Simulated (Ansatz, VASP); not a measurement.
# One calculation of SiC, two programs

```xyz
6
Lattice="2.9472 0.0000 0.0000 -1.4736 2.5524 0.0000 0.0000 0.0000 6.4545" Properties=species:S:1:pos:R:3 pbc="T T T"
Si   -0.7368    1.2762    1.0758
Si    0.7368    1.2762    5.3788
Si    1.4736    0.0000    3.2273
C     0.7368    1.2762    2.1515
C     1.4736    0.0000    0.0000
C    -0.7368    1.2762    4.3030
```

Alike in both runs: task single point; functional PBE; k mesh 6 × 6 × 4; occupations gaussian, width 0.1 eV; no spin polarisation.

```csv
,VASP,Ansatz
version,VASP 6.6.1,Ansatz 0.2.0
potentials or method,"VASP PAW PBE potentials, release 64 (Si, C)","scalar-relativistic, plane waves, PAW"
plane-wave cutoff (eV),520,420
valence electrons in the cell,24,24
```

```csv
,VASP,Ansatz,Ansatz less VASP
gap on the k mesh at the Fermi level (eV),0.87,0.87,+0.004
least direct gap on the mesh (eV),3.06,3.06,+0.001
```

The functional is the same, so the differences come from potentials, cutoffs and numerics.

 PBE gaps usually lie below the measured ones, often by a third to a half. A k mesh can miss the band edges.
